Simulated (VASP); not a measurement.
Write the native input for VASP 6.6.1 that does the following.

```yaml
Task: density of states
Functional: PBEsol
Potentials_or_basis: VASP PAW PBE potentials, release 64 (Au)
Cutoff: 520 eV
k_mesh: 8 × 8 × 1
Occupations: fermi-dirac, width 0.05 eV
Spin: no spin polarisation
Hubbard_terms: Au d U = 2 eV
Dipole_correction: yes
k_mesh_for_the_DOS: 12 × 12 × 1
Occupations_for_the_DOS: tetrahedron
Further_INCAR_settings: ALGO = Normal; EDIFF = 1e-07
```

Slab: Au, a slab with vacuum.

```
CELL_PARAMETERS angstrom
2.82262 0.00000 0.00000
-1.41131 2.55593 0.00000
0.00000 0.00000 29.67951
ATOMIC_POSITIONS crystal
Au 0.33467 0.66934 0.25270
Au 0.66533 0.33066 0.33513
Au 0.33467 0.66934 0.41757
Au 0.66533 0.33066 0.50000
Au 0.33467 0.66934 0.58243
Au 0.66533 0.33066 0.66487
Au 0.33467 0.66934 0.74730
```

The slab is cut from a database's or a generator's crystal, which needn't be the stable form of the element.

These files were run (other wordings do the same):

POSCAR

```
Au
1.0
    2.8226199300      0.0000000000      0.0000000000
   -1.4113099650      2.5559330250      0.0000000000
    0.0000000000      0.0000000000     29.6795088300
Au
7
Direct
    0.3346720300      0.6693440600      0.2526995997
    0.6653279700      0.3306559400      0.3351330665
    0.3346720300      0.6693440600      0.4175665332
    0.6653279700      0.3306559400      0.5000000000
    0.3346720300      0.6693440600      0.5824334668
    0.6653279700      0.3306559400      0.6648669335
    0.3346720300      0.6693440600      0.7473004003
```

INCAR.step1

```
SYSTEM = Au
ALGO = Normal
DIPOL = 0.5 0.5 0.500
EDIFF = 1E-7
ENCUT = 520
GGA = PS
IDIPOL = 3
ISIF = 2
ISMEAR = -1
LASPH = .TRUE.
LCHARG = .TRUE.
LDAU = .TRUE.
LDAUJ = 0
LDAUL = 2
LDAUPRINT = 1
LDAUTYPE = 2
LDAUU = 2
LDIPOL = .TRUE.
LMAXMIX = 4
LREAL = .FALSE.
LWAVE = .FALSE.
NELM = 100
PREC = Accurate
SIGMA = 0.05
```

KPOINTS.step1

```
k-points
0
G
  8 8 1
  0 0 0
```

INCAR.step2

```
SYSTEM = Au
ALGO = Normal
DIPOL = 0.5 0.5 0.500
EDIFF = 1E-7
ENCUT = 520
GGA = PS
ICHARG = 11
IDIPOL = 3
ISIF = 2
ISMEAR = -5
LASPH = .TRUE.
LCHARG = .FALSE.
LDAU = .TRUE.
LDAUJ = 0
LDAUL = 2
LDAUPRINT = 1
LDAUTYPE = 2
LDAUU = 2
LDIPOL = .TRUE.
LMAXMIX = 4
LORBIT = 11
LREAL = .FALSE.
LWAVE = .FALSE.
NEDOS = 2001
NELM = 100
PREC = Accurate
SIGMA = 0.05
```

KPOINTS.step2

```
k-points
0
G
  12 12 1
  0 0 0
```

Potentials or basis: VASP PAW PBE potentials, release 64 (Au).

Launch:

```bash
$ cat potpaw_PBE.64/Au/POTCAR > POTCAR
$ cp INCAR.step1 INCAR
$ cp KPOINTS.step1 KPOINTS
$ mpirun -np 1 vasp_std > vasp.out
$ cp INCAR.step2 INCAR
$ cp KPOINTS.step2 KPOINTS
$ mpirun -np 1 vasp_std > vasp.out
```

It gave:

```json
{
 "Valence electrons inside the program's atomic spheres": "Au 9.64, 9.67, 9.68"
}
```

Caveat: U without spin polarisation on a metal has little footing; the U is typed as a test and isn't derived for this compound.

Wall time 5.2 min on 1 thread of Intel(R) Xeon(R) 6975P-C (Granite Rapids), with other jobs on the host, peak memory 0.5 GiB.
